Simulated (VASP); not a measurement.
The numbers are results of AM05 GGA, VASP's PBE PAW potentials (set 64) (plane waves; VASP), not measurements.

VASP ran on this input.

**POSCAR**
```
ZnTe
1
    0.0000000000     3.0458419828     3.0458419828
    3.0458419828     0.0000000000     3.0458419828
    3.0458419828     3.0458419828     0.0000000000
Zn Te
1 1
Direct
  1.0000000000   1.0000000000   1.0000000000
  0.2500000000   0.2500000000   0.2500000000
```

**INCAR**
```
SYSTEM = ZnTe
PREC = Accurate
ENCUT = 520
EDIFF = 1E-7
NELM = 100
ALGO = Normal
LREAL = .FALSE.
LASPH = .TRUE.
ISMEAR = 0
SIGMA = 0.05
GGA = AM
LMAXMIX = 4
LWAVE = .FALSE.
LCHARG = .FALSE.
LORBIT = 11
ICHARG = 11
```

**KPOINTS**
```
k-points along high-symmetry lines
15
Line-mode
Reciprocal
  0.000000   0.000000   0.000000 ! GAMMA
 -0.500000  -0.500000   0.000000 ! X

 -0.500000  -0.500000   0.000000 ! X
 -0.375000  -0.375000   0.250000 ! U

 -0.375000  -0.000000   0.375000 ! K
  0.000000   0.000000   0.000000 ! GAMMA

  0.000000   0.000000   0.000000 ! GAMMA
 -0.000000  -0.000000   0.500000 ! L

 -0.000000  -0.000000   0.500000 ! L
 -0.500000  -0.250000   0.250000 ! W

 -0.500000  -0.250000   0.250000 ! W
 -0.500000  -0.500000   0.000000 ! X
```

POTCAR, in this order: Zn Te (PBE.64 set). Program: vasp_std. Read from the step before: CHGCAR.

What VASP printed:

### OSZICAR
```
       N       E                     dE             d eps       ncg     rms          rms(c)
DAV:   1     0.790134394631E+02    0.79013E+02   -0.86869E+03  2340   0.146E+03
DAV:   2     0.482161557620E+00   -0.78531E+02   -0.75422E+02  2495   0.261E+02
DAV:   3    -0.422702883433E+01   -0.47092E+01   -0.46473E+01  2918   0.619E+01
DAV:   4    -0.429412501132E+01   -0.67096E-01   -0.67079E-01  3009   0.730E+00
DAV:   5    -0.429503030775E+01   -0.90530E-03   -0.90528E-03  2919   0.679E-01
DAV:   6    -0.429506791955E+01   -0.37612E-04   -0.37612E-04  3335   0.103E-01
DAV:   7    -0.429506836601E+01   -0.44646E-06   -0.44648E-06  2844   0.715E-03
DAV:   8    -0.429506838832E+01   -0.22312E-07   -0.22319E-07  1994   0.108E-03
   1 F= -.42950684E+01 E0= -.42950684E+01  d E =-.131397E-13
```

### OUTCAR
```
 val. band max:        3.1803783898   @ k =   0.0000   0.0000   0.0000

 cond. band min:       4.4339982076   @ k =   0.0000   0.0000   0.0000



 k-point     1 :       0.0000    0.0000    0.0000
  band No.  band energies     occupation
      1      -8.6519      2.00000
      2      -3.7664      2.00000
      3      -3.7664      2.00000
      4      -3.7664      2.00000
      5      -3.5331      2.00000
      6      -3.5331      2.00000
      7       3.1804      2.00000
      8       3.1804      2.00000
      9       3.1804      2.00000
     10       4.4340      0.00000
     11       7.5578      0.00000
     12       7.5578      0.00000
     13       7.5578      0.00000

 k-point     2 :      -0.0357   -0.0357    0.0000
  band No.  band energies     occupation
      1      -8.6400      2.00000
      2      -3.7663      2.00000
      3      -3.7648      2.00000
      4      -3.7648      2.00000
      5      -3.5337      2.00000
      6      -3.5328      2.00000
      7       2.9730      2.00000
      8       3.1349      2.00000
      9       3.1349      2.00000
     10       4.6422      0.00000
     11       7.4893      0.00000
     12       7.6236      0.00000
     13       7.6236      0.00000

 k-point     3 :      -0.0714   -0.0714    0.0000
  band No.  band energies     occupation
      1      -8.6045      2.00000
      2      -3.7659      2.00000
      3      -3.7601      2.00000
      4      -3.7601      2.00000
      5      -3.5354      2.00000
      6      -3.5319      2.00000
      7       2.5469      2.00000
      8       3.0073      2.00000
      9       3.0073      2.00000
     10       5.0650      0.00000
     11       7.3140      0.00000
     12       7.8123      0.00000
     13       7.8123      0.00000

 k-point     4 :      -0.1071   -0.1071    0.0000
  band No.  band energies     occupation
      1      -8.5464      2.00000
      2      -3.7649      2.00000
      3      -3.7525      2.00000
      4      -3.7525      2.00000
...
```

The density is held fixed in this step, so its total energy and stress have no physical meaning. Unless said otherwise, spin-orbit coupling is left out, though it shifts the bands of the heavy elements here.

The compound is ZnTe in the zinc blende structure. It was relaxed first.
